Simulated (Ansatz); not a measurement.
# BN: the cost of one run

Computed with Ansatz 0.2.0 (DFT r2SCAN, scalar-relativistic, plane waves, PAW, unless a step's input says otherwise).

2 further runs of the same task are left out: 2 set aside as unsound or not needed.

### 1 The system as given

The structure is cubic, space group F-43m (No. 216). The conventional cell has a = 3.610 Å, b = 3.610 Å, c = 3.610 Å, α = 90.00°, β = 90.00°, γ = 90.00°. B (site symmetry -43m) has 4 N at 1.56 Å in its first shell of neighbours. N (site symmetry -43m) is surrounded by 4 B at 1.56 Å.

Coordinates:

```xyz
4
Lattice="0.0000 -1.8048 -1.8048 0.0000 1.8048 -1.8048 3.6096 0.0000 0.0000" Properties=species:S:1:pos:R:3 pbc="T T T"
B     1.8048    0.0000   -1.8048
B     0.0000    0.0000    0.0000
N     0.9024   -0.9024   -2.7072
N     2.7072   -0.9024   -0.9024
```

It goes back to an entry of the Materials Project.

It is built from the cell relaxed beforehand with the same method (5.88 Å³/atom).

### 2 The undisturbed cell

Input file input.yaml:

```yaml
crystal:
  lattice:
    - [0.0, -1.8048137541, -1.8048137541]
    - [0.0, 1.8048137541, -1.8048137541]
    - [3.6096275082, 0.0, 0.0]
  atoms:
    - { symbol: B, position: [0.5, 0.5, 0.5] }
    - { symbol: B, position: [0.0, 0.0, 0.0] }
    - { symbol: "N", position: [1.0, 0.5, 0.25] }
    - { symbol: "N", position: [0.5, 0.0, 0.75] }
basis:
  ecutwfc: 500
kpoints:
  mp_grid: { grid: [10, 10, 6] }
hamiltonian:
  xc: r2scan
scf:
  occupations: { method: gaussian, width: 0.05 }
output:
  forces: true
  stress: true
  eigenvalues: true
  write_density: true
  write_potential: true
  elf: true
  volumetric_format: npy
```

On the command line:

```console
> ansatz run input.yaml --threads 2 --pin off --max-ram 5120MiB --backend cpu --events-out ev --progress --plain --runs-dir out
```

Q: Estimate wall time and peak memory on 2 threads of Arm Neoverse V1, shared host.

About 3.5 s, with a peak of 0.36 GiB.
